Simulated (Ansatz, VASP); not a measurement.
# Hf5N6 (HfN(111), N ends) in two plane-wave programs, part 2 of 2

One calculation is typed for both programs; each brings its own data sets and cutoff. How far apart do they land? The structure shown is the end of the VASP relaxation below.

VASP 6.6.1 and Ansatz 0.2.0.

So far: Starting point; VASP: relaxation, PBEsol.

### Step 3. Ansatz: single point, PBEsol

Level of this step: Ansatz beside VASP: Kohn-Sham DFT, plane waves, PBEsol (Ansatz).

Ansatz runs on its default PAW (the set named soft_2) files.

The same cell, functional, mesh and smearing now go to Ansatz, which takes its cutoff from its data sets.

The input, input.yaml:

```yaml
crystal:
  lattice:
    - [3.18905158, 0.0, 0.0]
    - [-1.59452579, 2.76179969, 0.0]
    - [0.0, 0.0, 29.01924857]
  atoms:
    - { symbol: "N", position: [0.0, 0.0, 0.28516062] }
    - { symbol: "N", position: [0.66666667, 0.33333333, 0.36864797] }
    - { symbol: "N", position: [0.33333333, 0.66666667, 0.45408933] }
    - { symbol: "N", position: [0.0, 0.0, 0.54591067] }
    - { symbol: "N", position: [0.66666667, 0.33333333, 0.63135203] }
    - { symbol: "N", position: [0.33333333, 0.66666667, 0.71483938] }
    - { symbol: Hf, position: [0.33333333, 0.66666667, 0.31241638] }
    - { symbol: Hf, position: [0.0, 0.0, 0.40985269] }
    - { symbol: Hf, position: [0.66666667, 0.33333333, 0.5] }
    - { symbol: Hf, position: [0.33333333, 0.66666667, 0.59014731] }
    - { symbol: Hf, position: [0.0, 0.0, 0.68758362] }
hamiltonian:
  xc: pbesol
  pseudopotentials: { kind: paw }
kpoints:
  mp_grid: { grid: [12, 12, 1] }
scf:
  occupations: { method: methfessel_paxton, width: 0.1 }
  n_extra_bands: 6
efield:
  axis: 3
  dipole_correction: true
  ramp_width: 0.04
output:
  forces: true
  eigenvalues: true
```

On the command line:

```bash
ansatz run input.yaml --threads 8 --pin off --max-ram 18432MiB --backend cpu --events-out ev --progress --plain --runs-dir out
```

Numbers of over 12 decimals in the logs are rounded to 6 here.

Log:

```text
scf.n_extra_bands = 6 over 80 filled bands (N_el = 160.0): the run solves 86 bands
Engine: ansatz 0.2.0, aarch64-unknown-linux-gnu
Pseudopotentials: kind: paw
Pseudopotential: N, paw, valence charge 5, recommended cutoff 420 eV (normal), N.paw.azcp
Pseudopotential: Hf, paw, valence charge 26, recommended cutoff 420 eV (normal), Hf.paw.azcp
Functional definition: PBEsol
  exchange = pbesol_x
  correlation = pbesol_c
Crystal: 11 atoms, lattice volume = 255.588 Å³
Basis set: ecut = 420 eV, 5029 PW (Γ), exchange–correlation on 48×48×400 points (8 copies of the dense FFT grid, shifted against one another)
Bands: 86, of which v1, the nominal top of the filled ones, is band 80 counted from 1 (79 counted from 0)
Symmetry: 6 space group operations
k-points: 19 of 144 (time reversal used)
Non-local potential: N, projectors of the file, l = 0: 2, l = 1: 2, l = 2: 1
Non-local potential: Hf, projectors of the file, l = 0: 3, l = 1: 2, l = 2: 2, l = 3: 3
PAW form: soft (Blöchl's): semilocal exchange-correlation on the pseudo side does not see the compensation charge
PAW frozen core: N, regenerated for the run's functional, and the local potential with it (the file was generated under x = pbe(κ = 0.804, μ = 0.219515), c = pbe(β = 0.066725))
PAW frozen core: Hf, regenerated for the run's functional, and the local potential with it (the file was generated under x = pbe(κ = 0.804, μ = 0.219515), c = pbe(β = 0.066725))
PAW one-centre angular grid: N, 110 points (default); XC on 64 Gauss nodes
PAW one-centre angular grid: Hf, 590 points (default); XC on 64 Gauss nodes
Initial density: superposition of atomic densities (neutral atoms: chi_scale 0, normalization atom), corrected by the library's trained network
Initial wavefunctions: pseudopotential atomic-orbital guess
Functional: x = pbesol(κ = 0.804, μ = 0.123457), c = pbesol(β = 0.046)
SCF iter   1: F=—  HF=-80279.225020 eV  |F-HF|=—  |Δ(HF+E_count)|=         —  Δρ=9.06e-3  dr2=4.38e-1  ethr=1.77e-3  p=-0.000 e·Å  D=-2.27e-14 V/Å  ΔV_dip=0.00 eV  dr2_dipole=1.59e-7  V_vac-E_F(+/−)=6.18/6.18 eV  ⟨swp⟩=6.6  Hψ=6846  notcnv=0
efield: sawtooth ramp at fractional position 0.9800 (placed from the atoms, in the widest stretch of the axis that holds none; the zero of the levels goes with the place), width 0.0400; the density the first Hamiltonian is built on has a dipole p = -0.000 e·Å; the dipole correction subtracts the counter field D = -2.27e-14 V/Å, which shifts the + side's vacuum level by +0.00 eV against the − side's; the planar-averaged density in the ramp window peaks in size at 1.3e-5 e/Å³
preconditioner: auto → LDOS  [metal: Δε(μ)=0.040 eV  Ē_g=16.044 eV  σ=0.100 eV  W_gap=0.32  n_scr=88 (ndim 8)  ℏωp=28.4 eV  f_vac=0.493  D(μ)=3.48/eV (n_scr^D=14)  β→1.0]
SCF iter   2: F=—  HF=-80279.196691 eV  |F-HF|=—  |Δ(HF+E_count)|=   2.83e-2  S|Δr|=    0.00e0  Δρ=6.55e-3  dr2=1.66e-1  ethr=2.74e-4  p=-0.000 e·Å  D=-6.82e-5 V/Å  ΔV_dip=0.00 eV  dr2_dipole=3.80e-9  V_vac-E_F(+/−)=6.67/6.66 eV  ⟨swp⟩=2.6  Hψ=3326  notcnv=0  defer=20
SCF iter   3: F=—  HF=-80279.164849 eV  |F-HF|=—  |Δ(HF+E_count)|=   3.18e-2  S|Δr|=    0.00e0  Δρ=1.57e-3  dr2=1.88e-2  ethr=1.04e-4  p=0.000 e·Å  D=3.09e-6 V/Å  ΔV_dip=-0.00 eV  dr2_dipole=4.36e-8  V_vac-E_F(+/−)=6.28/6.28 eV  ⟨swp⟩=2.9  Hψ=3147  notcnv=0  defer=20
SCF iter   4: F=—  HF=-80279.162084 eV  |F-HF|=—  |Δ(HF+E_count)|=   2.76e-3  S|Δr|=    0.00e0  Δρ=6.40e-4  dr2=3.66e-3  ethr=1.18e-5  p=-0.000 e·Å  D=-8.80e-7 V/Å  ΔV_dip=0.00 eV  dr2_dipole=4.32e-10  V_vac-E_F(+/−)=6.35/6.35 eV  ⟨swp⟩=2.7  Hψ=3320  notcnv=0  defer=20
SCF iter   5: F=—  HF=-80279.161609 eV  |F-HF|=—  |Δ(HF+E_count)|=   4.75e-4  S|Δr|=    0.00e0  Δρ=3.08e-4  dr2=5.41e-4  ethr=2.28e-6  p=0.000 e·Å  D=7.73e-6 V/Å  ΔV_dip=-0.00 eV  dr2_dipole=4.56e-9  V_vac-E_F(+/−)=6.32/6.32 eV  ⟨swp⟩=2.3  Hψ=2895  notcnv=0  defer=20
SCF iter   6: F=—  HF=-80279.161523 eV  |F-HF|=—  |Δ(HF+E_count)|=   8.58e-5  S|Δr|=    0.00e0  Δρ=1.38e-4  dr2=8.67e-5  ethr=3.38e-7  p=0.000 e·Å  D=8.85e-7 V/Å  ΔV_dip=-0.00 eV  dr2_dipole=5.22e-11  V_vac-E_F(+/−)=6.31/6.31 eV  ⟨swp⟩=3.1  Hψ=3080  notcnv=0  defer=20
SCF iter   7: F=—  HF=-80279.161160 eV  |F-HF|=—  |Δ(HF+E_count)|=   3.63e-4  S|Δr|=    0.00e0  Δρ=4.35e-5  dr2=5.63e-6  ethr=5.42e-8  p=-0.000 e·Å  D=-2.06e-8 V/Å  ΔV_dip=0.00 eV  dr2_dipole=2.33e-11  V_vac-E_F(+/−)=6.31/6.31 eV  ⟨swp⟩=2.4  Hψ=2764  notcnv=0  defer=20
SCF iter   8: F=—  HF=-80279.161163 eV  |F-HF|=—  |Δ(HF+E_count)|=   3.57e-6  S|Δr|=    0.00e0  Δρ=1.40e-5  dr2=4.89e-7  ethr=3.52e-9  p=0.000 e·Å  D=4.26e-7 V/Å  ΔV_dip=-0.00 eV  dr2_dipole=1.11e-11  V_vac-E_F(+/−)=6.31/6.31 eV  ⟨swp⟩=2.7  Hψ=3221  notcnv=0  defer=20
SCF iter   9: F=-80279.161164 eV  HF=-80279.161164 eV  |F-HF|=1.15e-7  |Δ(HF+E_count)|=   1.62e-7  S|Δr|=    0.00e0  Δρ=5.08e-6  dr2=5.40e-8  ethr=6.25e-11  p=-0.000 e·Å  D=-4.05e-8 V/Å  ΔV_dip=0.00 eV  dr2_dipole=1.20e-13  V_vac-E_F(+/−)=6.31/6.31 eV  ⟨swp⟩=14.5  Hψ=10199  notcnv=0
SCF 1 converged in 9 iterations: F = -80279.161164 eV  dr2 = 5.40e-8
  greatest PAW one-centre occupation: 0.998 electrons in one spin orbital (limit 2), on the Hf atom at site 10 (counted from 0), in its partial waves of l = 3
SCF converged after 9 iterations
Stability not checked: this state was not tested for a lower state beside it, because cold or Methfessel-Paxton smearing, or corrected tetrahedra, fill the levels in a way that the test cannot read (fill_not_monotonic; see scf.lower_state_search)
Free energy (F): -80279.161164 eV
Harris-Foulkes:  -80279.161164 eV  (|F-HF|=1.15e-7)
Internal energy: -80279.158641 eV  (E = F + TS)
E sigma→0 (E₀):  -80279.160533 eV
Entropy (-TS):   -0.002523 eV (-0.229 meV/atom)
Fermi energy:    7.345183 eV
Dipole field:    D = -0.000000 V/Å  (p = -0.000001 e·Å, saw-weighted, corrected)
Work function:   Φ+ = 6.3096 eV   Φ− = 6.3096 eV
Levels:          The Fermi level and band energies are counted from a zero that moves with the ramp; work functions are not
--- Per-component energies (eV) ---
  E_band       = -1545.100829
  E_kinetic    = 2913.351961
  E_local      = -383130.070466  (includes V_loc(G=0)·N_el)
  E_nonlocal   = -5912.639262
  E_hartree    = 189701.267403
  E_xc         = -1852.910092
  E_vxc        = -1795.783908  (∫ρ·V_xc dr)
  E_paw        = -34774.180545  (= ΣΔE_a)
  E_vpaw       = 6977.555242  (= ΣTr[D̂ρ^β])
  E_aug_tail   = 0.000552  (compensation charges beyond the density's cutoff)
  E_efield     = 0.000000  (sawtooth field / dipole correction)
  E_vefield    = 0.000000  (∫n·V_field dr)
  E_ewald      = 152769.597757
  E_core_change = 6.424051  (= ΣΔE_core)
  E_smearing   = -0.002523  (= −TS)
  E_closure    = 0.000000  (closes the sum)
  Σ components = -80279.161164   (vs F -80279.161164, Δ=0.00e0)
--- Forces (eV/Å), atoms counted from 1 ---
  atom   1  N      0.00000000    -0.00000000     0.08470930
  atom   2  N     -0.00000000     0.00000000     0.06881916
  atom   3  N     -0.00000000    -0.00000000    -0.00255169
  atom   4  N      0.00000000     0.00000000     0.00255187
  atom   5  N      0.00000000    -0.00000000    -0.06881783
  atom   6  N     -0.00000000     0.00000000    -0.08471070
  atom   7  Hf     0.00000000     0.00000000    -0.08638602
  atom   8  Hf     0.00000000     0.00000000     0.01426843
  atom   9  Hf     0.00000000    -0.00000000     0.00000122
  atom  10  Hf    -0.00000000    -0.00000000    -0.01427021
  atom  11  Hf    -0.00000000    -0.00000000     0.08638399
  max |Σ_I F_I| component: 2.49e-6 eV/Å
--- Band table (eV; the first three rows and the last of 19) ---
  k-point 0: bands = [... 76 lower, 4.9320, 5.1853, 5.1853, 7.4897, 7.5625, 7.5625, 8.5787, 8.7218, ... 2 higher]
  k-point 1: bands = [... 76 lower, 4.8698, 5.0041, 5.3110, 7.2230, 7.7724, 7.8051, 8.4950, 8.8862, ... 2 higher]
  k-point 2: bands = [... 76 lower, 4.8260, 5.1096, 5.2045, 6.6377, 8.0304, 8.2947, 8.3594, 9.4106, ... 2 higher]
  k-point 18: bands = [... 76 lower, 5.3383, 5.7797, 5.7797, 8.3683, 8.3683, 8.5850, 9.3620, 9.8552, ... 2 higher]
```

Run time: 12 s. Hardware: 8 threads of Arm Neoverse N1, shared host; peak memory 1.2 GiB.

### Step 4. Side by side

Known differences besides the potentials themselves: the data sets hold 160 valence electrons in Ansatz (default PAW (the set named soft_2) files) and 90 in VASP; the cutoff is 420 eV in Ansatz and 400 eV in VASP (PREC = Normal); Ansatz makes its cores anew for this functional, VASP keeps those of its PBE data sets. Total energies have different zeros and are not compared.

At this near-relaxed geometry the largest component of a force difference is 100 meV/Å. VASP's last cycles still show a density residual of 1e-02, so its state may not be settled.

### Step 5. What the set-up changes

Further runs change the set-up of one program: Ansatz's method, potentials or start, or VASP's data sets, cutoff or form of LDA. The table gives Ansatz less VASP for each quantity, since a change that brings one quantity closer may part another.

| run | r.m.s. force difference (meV/Å) |
| --- | --- |
| as above | 36 |
| cores kept as stored | 34 |
| norm-conserving potentials (cutoff 1143 eV) | 100 |

### Step 6. Results

| Item | Value |
| --- | --- |
| r.m.s. force difference (single point, PBEsol) | 36 meV/Å |

**Reading.** The r.m.s. force difference is 36 meV/Å (single point, PBEsol), beyond the 12 meV/Å picked in this series as the mark of a large difference. Single point, PBEsol, norm-conserving potentials (cutoff 1143 eV): r.m.s. force difference goes from 36 to 100 meV/Å. 1 further run of this series is not shown here. How closely two codes agree says nothing of how well the functional describes the real material.

[Lines on the potential files, build, host, timing and source positions are cut from VASP's logs without a mark.]

[Logs are printed without paths, hosts, clocks, repeated set-up lines and the standing remarks that a program may print on its own settings, such as how far it seeks lower states.]

[Hosts, paths, dates, database ids (printed as entryN), source tags and the programs' standing remarks are cut or masked in the printed files.]
